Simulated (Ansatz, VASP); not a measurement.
## I in VASP and in Ansatz

```
I
1.0
     4.43503    0.00000    0.00000
    -2.21752    3.84085    0.00000
     0.00000    0.00000    2.92605
I
1
Direct
  0.00000 0.00000 0.00000
```

Change from the starting cell: volume scaled by 0.95, PAW files.

Alike in both runs: task single point; functional PBE; k mesh 12 × 12 × 12; occupations fermi-dirac, width 0.08 eV; no spin polarisation.

|  | VASP | Ansatz |
| --- | --- | --- |
| version | VASP 6.6.1 | Ansatz 0.2.0 |
| potentials or method | VASP PAW PBE potentials, release 64 (I) | PAW with Ansatz's default frozen-core files, scalar-relativistic |
| plane-wave cutoff (eV) | 520 | 420 |
| valence electrons in the cell | 7 | 17 |

|  | VASP | Ansatz | Ansatz less VASP |
| --- | --- | --- | --- |
| pressure (GPa) | 0.1 | 0.2 | +0.04 |
| largest component of the traceless stress (GPa) | 0.10 | 0.01 | -0.088 |

The functional is the same, so the differences come from potentials, cutoffs and numerics. The two sets of potentials don't hold the same shells in valence.

Caveats: an odd number of electrons without spin polarisation forces a metal; a magnetic or distorted state may lie lower. Spin-orbit coupling is left out, which matters for the levels of I.
